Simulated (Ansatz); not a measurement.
# ZrN, space group Fm-3m: the levels without and with spin-orbit coupling

Program: Ansatz's Python interface.

Notebook, run cell by cell (the value of a cell's last expression is shown):

In [1]:
```python
from dataclasses import dataclass

import ansatz as az
```

In [2]:
```python
@dataclass(frozen=True)
class RunConfig:
    filling: str = "cold"
    width_ev: float = 0.1
    kgrid: tuple[int, ...] = (12, 12, 12)
    tolerance: float = 1e-10
    functional: str = "lda"
```

In [3]:
```python
settings = RunConfig()
```

In [4]:
```python
crystal = (
    az.Lattice.of((0.0, 2.3, 2.3), (2.3, 0.0, 2.3), (2.3, 2.3, 0.0))
    .atom("Zr", (0.5, 0.5, 0.5))
    .atom("N", (0.0, 0.0, 0.0))
)
```

In [5]:
```python
[site.symbol for site in crystal.resolved().sites]
```
Out [5]:
```text
['Zr', 'N']
```

In [6]:
```python
model = (
    crystal.calculation()
    .occupations(settings.filling, width=settings.width_ev)
    .kpoints(*settings.kgrid)
    .scf(tolerance=settings.tolerance)
    .functional(settings.functional)
    .band_table()
)
for label, variant in (("scalar-relativistic", model), ("spin-orbit", model.spin(soc=True))):
    r = variant.run(threads=1).report
    zero = r["band_edges_ev"][0] if r.get("band_edges_ev") else r["fermi_energy_ev"]
    near = [round(e - zero, 3) for e in r["eigenvalues_ev"][0] if abs(e - zero) < 4]
    print(label)
    print("  band edges (eV):", [round(e, 3) for e in r.get("band_edges_ev") or []] or "none reported")
    print("  levels at k =", r["kpoints_frac"][0], "within 4 eV of the zero:", near)
```
```text
DeckWarning: basis.ecutwfc = 420 eV, auto-derived from the records' recommended cutoffs: set by Zr (normal level)
scalar-relativistic
  band edges (eV): none reported
  levels at k = [0.0, 0.0, 0.0] within 4 eV of the zero: [-2.56, -2.56, -2.56, -0.359, -0.359, -0.359, 1.601, 1.601]
spin-orbit
  band edges (eV): none reported
  levels at k = [0.0, 0.0, 0.0] within 4 eV of the zero: [-2.608, -2.608, -2.541, -2.541, -2.541, -2.541, -0.387, -0.387, -0.387, -0.387, -0.312, -0.312, 1.603, 1.603, 1.603, 1.603]
```

Caveats:
- The computed bands are complete only to about 1.6 eV above the Fermi level.
- Of the deposited cell: the entry's cell lengths or inner coordinates differ somewhat from later room-temperature determinations.
- The structure is a deposited one; some such entries were measured under pressure or heat, so a shift against it needn't be the functional's error alone.
- Levels are Kohn-Sham eigenvalues on this mesh.
- Warnings are shown shortened and without file and line.
- With spin-orbit coupling each level holds one electron and, with inversion or at time-reversal points, comes in pairs; a window in energy can cut a split set.
- The whole script took 8.2 s on 1 thread of Arm Neoverse V1 (shared host), peak memory 0.49 GiB.
